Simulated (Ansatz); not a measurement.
Si2Mo:

```
CELL_PARAMETERS angstrom
4.58547 0.00000 0.00000
-2.29274 3.97113 0.00000
0.00000 0.00000 6.57976
ATOMIC_POSITIONS crystal
Mo 0.50000 0.50000 0.83333
Mo 0.00000 0.50000 0.16667
Mo 0.50000 0.00000 0.50000
Si 0.16387 0.32775 0.50000
Si 0.67225 0.83613 0.16667
Si 0.83613 0.16387 0.83333
Si 0.83613 0.67225 0.50000
Si 0.32775 0.16387 0.16667
Si 0.16387 0.83613 0.83333
```

Measurements of this composition are mostly on another form, of space group No. 139.

Base run:

| Property | Result |
| --- | --- |
| Program | Ansatz 0.2.0 |
| Functional | PBEsol |
| Potentials or basis | Ansatz PAW |
| Cutoff | 420 eV (not typed: the program's choice for these potentials) |
| k mesh | 7 × 7 × 4 |
| Occupations | fermi-dirac, width 0.05 eV |
| Spin | no spin polarisation |

Its results: band gap on the k mesh 0.26 eV, indirect (least direct gap 0.62 eV); pressure -1.5 GPa; largest force 0.041 eV/Å.

Q: The run is repeated on the same cell with these changes: functional from PBEsol to PBE; occupations from fermi-dirac, width 0.05 eV to gaussian, width 0.015 eV. What comes out?

A: Band gap on the k mesh 0.27 eV, indirect (least direct gap 0.63 eV); pressure 3.5 GPa; largest force 0.010 eV/Å.

Caveats: odd divisions of the mesh miss points on the zone boundary, where band edges often lie, so the gap on the mesh can be too wide; the PAW data sets come from PBE, with cores solved anew for the run's functional, which leaves a small shift of forces and pressure (some runs).

A k mesh can miss the band edges.
